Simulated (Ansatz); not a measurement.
InPd:

```xyz
2
Lattice="3.2719 0.0000 0.0000 0.0000 3.2719 0.0000 0.0000 0.0000 3.2719" Properties=species:S:1:pos:R:3 pbc="T T T"
In    0.0000    0.0000    0.0000
Pd    1.6359    1.6359    1.6359
```

The cell comes from a database or a generator and needn't be the stable form of this composition.

* Program: Ansatz 0.2.0
* Task: relaxation of cell and atoms
* Functional: PBEsol
* Potentials or basis: Ansatz PAW
* Cutoff: 420 eV (not typed: the program's choice for these potentials)
* k mesh: 8 × 8 × 8
* Occupations: fermi-dirac, width 0.05 eV
* Spin: no spin polarisation

At the start: volume 17.51 Å³/atom.

Task: Where does the relaxation end?

Result: It ends after 4 steps and the volume is 17.11 Å³/atom (-2.3 %); space group Pm-3m (No. 221, to 0.05 Å).

The path:
| step | energy change (eV) | largest force (eV/Å) | volume (Å³) |
| --- | --- | --- | --- |
| 1 | 0.0000 | 0.0000 | 35.03 |
| 2 | -0.0078 | 0.0000 | 34.29 |
| 3 | -0.0079 | 0.0000 | 34.23 |
| 4 | -0.0076 | 0.0000 | 34.23 |

Final structure:
```cif
data_structure
_symmetry_space_group_name_H-M 'P 1'
_symmetry_Int_Tables_number 1
_cell_length_a 3.2468
_cell_length_b 3.2468
_cell_length_c 3.2468
_cell_angle_alpha 90.000
_cell_angle_beta 90.000
_cell_angle_gamma 90.000
_cell_volume 34.23
loop_
_atom_site_label
_atom_site_type_symbol
_atom_site_fract_x
_atom_site_fract_y
_atom_site_fract_z
_atom_site_occupancy
In1 In 0.00000 0.00000 0.00000 1
Pd1 Pd 0.50000 0.50000 0.50000 1
```

Caveat: the plane-wave basis is chosen anew once the cell has moved, so the energies of steps on either side of that aren't comparable; the PAW data sets come from PBE, with cores solved anew for the run's functional, which leaves a small shift of forces and pressure.
